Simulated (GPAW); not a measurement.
A self-consistent single point of AlSb (F-43m, 2 atoms in the cell) with GPAW

Method: PBE, GPAW PAW datasets PBE (gpaw-data 1.0.1) (plane waves; GPAW 25.7.0).

Input as run:

```python
from ase import Atoms
from ase.units import GPa
from gpaw import GPAW

atoms = Atoms(['Al', 'Sb'],
              cell=[[0.000000, 3.060790, 3.060790],
                    [3.060790, 0.000000, 3.060790],
                    [3.060790, 3.060790, 0.000000]],
              scaled_positions=[[0.000000, 0.000000, 0.000000],
                                [0.250000, 0.250000, 0.250000]],
              pbc=True)

calc = GPAW(mode={'name': 'pw', 'ecut': 550},
            xc='PBE',
            kpts=(5, 5, 5),
            occupations={'name': 'fermi-dirac', 'width': 0.01},
            nbands=-8,
            convergence={'density': 1e-05, 'bands': -6},
            symmetry={'symmorphic': False, 'tolerance': 0.0005},
            maxiter=120)

atoms.calc = calc

energy = atoms.get_potential_energy()
print('Energy (eV):', round(energy, 6))
forces = atoms.get_forces()
print('Forces (eV/Ang):')
print(forces.round(5))
stress = atoms.get_stress()
print('Stress (GPa, Voigt):', (stress / GPa).round(4))
```

Log, with long lists cut:

```
Input parameters:
  convergence: {bands: -6,
                density: 1e-05}
  kpts: [5 5 5]
  maxiter: 120
  mode: {ecut: 550,
         name: pw}
  nbands: -8
  occupations: {name: fermi-dirac,
                width: 0.01}
  symmetry: {symmorphic: False,
             tolerance: 0.0005}
  xc: PBE

species:
  Al:
    name: Aluminium
    Z: 13.0
    valence: 3
    core: 10
    charge: 0.0
    file: Al.PBE.gz

    # Using partial waves for Al as LCAO basis

  Sb:
    name: Antimony
    Z: 51.0
    valence: 15
    core: 36
    charge: 0.0
    file: Sb.PBE.gz

    # Using partial waves for Sb as LCAO basis

Reference energy: -182884.981513  # eV

Spin-paired calculation

Convergence criteria:
 Maximum [total energy] change in last 3 cyles: 0.0005 eV / valence electron
 Maximum integral of absolute [dens]ity change: 1e-05 electrons / valence electron
 Maximum integral of absolute [eigenst]ate change: 4e-08 eV^2 / valence electron
 Maximum number of scf [iter]ations: 120

Symmetries present (total): 24
Symmetries with fractional translations: 0
125 k-points: 5 x 5 x 5 Monkhorst-Pack grid
10 k-points in the irreducible part of the Brillouin zone
       k-points in crystal coordinates                weights
   0:     0.00000000    0.00000000    0.00000000          1/125
   1:     0.20000000    0.20000000    0.00000000          6/125
   2:     0.20000000    0.20000000    0.20000000          8/125
   [... 7 lines left out ...]

Wave functions: Plane wave expansion
  Cutoff energy: 550.000 eV
  Number of coefficients (min, max): 1666, 1694
  Pulay-stress correction: 0.000000 eV/Ang^3 (de/decut=0.000000)

Occupation numbers: Fermi-Dirac:
  width: 0.0100  # eV

Eigensolver

Densities:
  Coarse grid: 24*24*24 grid
  Fine grid: 48*48*48 grid
  Total Charge: 0.000000

Density mixing:
  Method: separate
  Backend: pulay
  Linear mixing parameter: 0.05
  old densities: 5
  Damping of long wavelength oscillations: 50

Hamiltonian:
  XC and Coulomb potentials evaluated on a 48*48*48 grid
  External potential:
    NoExternalPotential

XC parameters: PBE with 2 nearest neighbor stencil

Number of atoms: 2
Number of atomic orbitals: 13
Number of bands in calculation: 17
Number of valence electrons: 18
Bands to converge: 11

Density initialized from atomic densities
  13 bands from LCAO basis set
  4 bands from random numbers

Atomic positions and initial magnetic moments

Positions:
   0 Al     0.000000    0.000000    0.000000    ( 0.0000,  0.0000,  0.0000)
   1 Sb     1.530395    1.530395    1.530395    ( 0.0000,  0.0000,  0.0000)

Unit cell:
           periodic     x           y           z      points  spacing
  1. axis:    yes    0.000000    3.060790    3.060790    24     0.1473
  2. axis:    yes    3.060790    0.000000    3.060790    24     0.1473
  3. axis:    yes    3.060790    3.060790    0.000000    24     0.1473

  Lengths:   4.328611   4.328611   4.328611
  Angles:   60.000000  60.000000  60.000000

Effective grid spacing dv^(1/3) = 0.1607

     iter     time        total  log10-change:
                         energy   eigst   dens
iter:   1 --:--:--    -8.445413   +0.97
iter:   2 --:--:--    -8.466994   +0.17  -1.22
iter:   3 --:--:--    -8.449192   -1.25  -1.24
iter:   4 --:--:--    -8.445238   -2.15  -1.86
iter:   5 --:--:--    -8.438810   -2.89  -1.94
iter:   6 --:--:--    -8.436438c  -3.46  -2.15
iter:   7 --:--:--    -8.436365c  -4.77  -2.59
iter:   8 --:--:--    -8.436353c  -5.50  -3.18
iter:   9 --:--:--    -8.436354c  -6.69  -3.75
iter:  10 --:--:--    -8.436356c  -6.63  -3.81
iter:  11 --:--:--    -8.436358c  -6.63  -4.02
iter:  12 --:--:--    -8.436358c  -7.43c -4.45
iter:  13 --:--:--    -8.436357c  -8.25c -4.42
iter:  14 --:--:--    -8.436357c  -7.51c -4.45
iter:  15 --:--:--    -8.436357c  -8.48c -4.90
iter:  16 --:--:--    -8.436357c  -8.73c -4.95
iter:  17 --:--:--    -8.436357c  -8.52c -4.85
iter:  18 --:--:--    -8.436357c  -9.21c -4.99
iter:  19 --:--:--    -8.436357c  -8.63c -5.11c

Converged after 19 iterations.

Dipole moment: (-4.397751, -4.397751, -4.397751) |e|*Ang

Energy contributions relative to reference atoms: (reference = -182884.981513)

Kinetic:         +6.666691
Potential:       -5.679232
External:        +0.000000
XC:              -9.616832
Entropy (-ST):   -0.000000
Local:           +0.193016
SIC:             +0.000000
--------------------------
Free energy:     -8.436357
Extrapolated:    -8.436357

Showing only first 2 kpts
 Kpt  Band  Eigenvalues  Occupancy
  0     7      4.44961    2.00000
  0     8      4.44962    2.00000
  0     9      6.11862    0.00000
  0    10      7.57259    0.00000

  1     7      3.36680    2.00000
  1     8      3.36681    2.00000
  1     9      6.47161    0.00000
  1    10      7.87136    0.00000

Fermi level: 4.83787

Gap: 1.222 eV
Transition (v -> c):
  (s=0, k=0, n=8, [0.00, 0.00, 0.00]) -> (s=0, k=7, n=9, [0.40, 0.40, 0.00])
Direct/indirect transitions are different
Direct gap: 1.669 eV
Transition at: (s=0, k=0, n=8, [0.00, 0.00, 0.00])
Energy (eV): -8.436357

Forces in eV/Ang:
  0 Al   -0.00000    0.00000   -0.00000
  1 Sb    0.00000    0.00000   -0.00000

Stress tensor:
    -0.016688     0.000000     0.000000
     0.000000    -0.016688    -0.000000
     0.000000    -0.000000    -0.016688
Stress (GPa, Voigt): [-2.6736 -2.6736 -2.6736 -0.      0.      0.    ]
```

The run converged in 19 iterations. GPAW prints stress with tension positive.

The starting cell has typed, rounded lattice constants, without a prior relaxation at this level. Its lattice was rescaled by up to half a per cent. Spin-orbit coupling is off.
